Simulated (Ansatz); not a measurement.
KI, space group Pm-3m, a calculation of the dielectric tensor and Born charges

Program: the Python package of Ansatz (0.2.0).

The script, `run_eps.py`:
```python
'''High-frequency dielectric tensor and Born charges of KI.'''

import ansatz as az
import numpy as np

crystal = (
    az.Lattice.of((4.291197, 0.0, 0.0), (0.0, 4.291197, 0.0), (0.0, 0.0, 4.291197))
    .atom('K', (0.0, 0.0, 0.0))
    .atom('I', (0.5, 0.5, 0.5))
)

# an insulator: whole occupations
calculation = crystal.calculation()
calculation = calculation.functional('lda')
calculation = calculation.basis(380, density_ratio=4)
calculation = calculation.accuracy('medium')
calculation = calculation.kpoints(5, 5, 5, center='gamma')
calculation = calculation.scf(max_iterations=60)
calculation = calculation.occupations('fixed').dielectric()
outcome = calculation.run(threads=1, pin='off')
response = outcome.dielectric
eps = np.asarray(response.eps_inf)

print('eps_inf')
print(np.round(eps, 3) + 0.0)
for index, (site, z) in enumerate(zip(outcome.lattice.sites, response.zstar_e)):
    print('Born charge tensor of', site.symbol, index)
    print(np.round(z, 3) + 0.0)
print(f'charge neutrality missed by {response.zstar_sum_residual_pre_e:.4f} e before the sum rule')
```

Output of `python run_eps.py`:
```text
DeckWarning: basis.ecutwfc = 380 eV is below the records' recommended 420 eV, and the density's cutoff is lower with it unless basis.ecutrho_ratio is high enough to keep the records' density cutoff: compare with a run at a higher cutoff
DeckWarning: basis.ecutrho_ratio = 4 (ecutrho = 1520 eV) is below the records' recommended 1680 eV
eps_inf
[[3.348 0.    0.   ]
 [0.    3.348 0.   ]
 [0.    0.    3.348]]
Born charge tensor of K 0
[[1.257 0.    0.   ]
 [0.    1.257 0.   ]
 [0.    0.    1.257]]
Born charge tensor of I 1
[[-1.257  0.     0.   ]
 [ 0.    -1.257  0.   ]
 [ 0.     0.    -1.257]]
charge neutrality missed by 0.0009 e before the sum rule
```
(Warnings from the package without file and line.)

The settings weren't tested for convergence. The cutoff lies under the one recommended for these potentials. Under fixed occupations the level called the Fermi level is the highest filled one on the SCF mesh; off the mesh a filled band can lie a little above it. This cell is a computed structure, which may not be the phase found in nature. This is the electronic (clamped-ion) response; a semilocal gap that is too small tends to raise it. The typed mesh is that of the SCF; the response is solved on denser meshes that the run picks. Run time: 31 s on 1 thread of Arm Neoverse N1 (shared host), peak memory 0.47 GiB.
